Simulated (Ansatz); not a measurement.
Crystal: Mo.

```
Mo
1.0
    -1.58381    1.58381    1.58381
     1.58381   -1.58381    1.58381
     1.58381    1.58381   -1.58381
Mo
1
Direct
  0.00000 0.00000 0.00000
```

- Program: Ansatz 0.2.0
- Task: relaxation of cell and atoms
- Functional: r2SCAN
- Potentials or basis: Ansatz PAW
- Cutoff: 500 eV (not typed: the program's choice for these potentials)
- k mesh: 12 × 12 × 12
- Occupations: fermi-dirac, width 0.05 eV
- Spin: no spin polarisation

At the start: volume 15.89 Å³/atom.

Problem. Where does the relaxation end?

Solution. It ends after 4 steps and the volume is 15.62 Å³/atom (-1.7 %); space group Im-3m (No. 229, to 0.05 Å).

Step by step:
```tsv
step	energy change (eV)	largest force (eV/Å)	volume (Å³)
1	0.0000	0.0000	15.89
2	-0.0039	0.0000	15.64
3	-0.0039	0.0000	15.62
4	-0.0038	0.0000	15.62
```

Final structure:
```cif
data_structure
_symmetry_space_group_name_H-M 'P 1'
_symmetry_Int_Tables_number 1
_cell_length_a 2.7278
_cell_length_b 2.7278
_cell_length_c 2.7278
_cell_angle_alpha 109.471
_cell_angle_beta 109.471
_cell_angle_gamma 109.471
_cell_volume 15.62
loop_
_atom_site_label
_atom_site_type_symbol
_atom_site_fract_x
_atom_site_fract_y
_atom_site_fract_z
_atom_site_occupancy
Mo1 Mo 0.00000 0.00000 0.00000 1
```

Caveat: the plane-wave basis is chosen anew once the cell has moved, so the energies of steps on either side of that aren't comparable; the PAW data sets come from PBE, with cores solved anew for the run's functional, which leaves a small shift of forces and pressure.
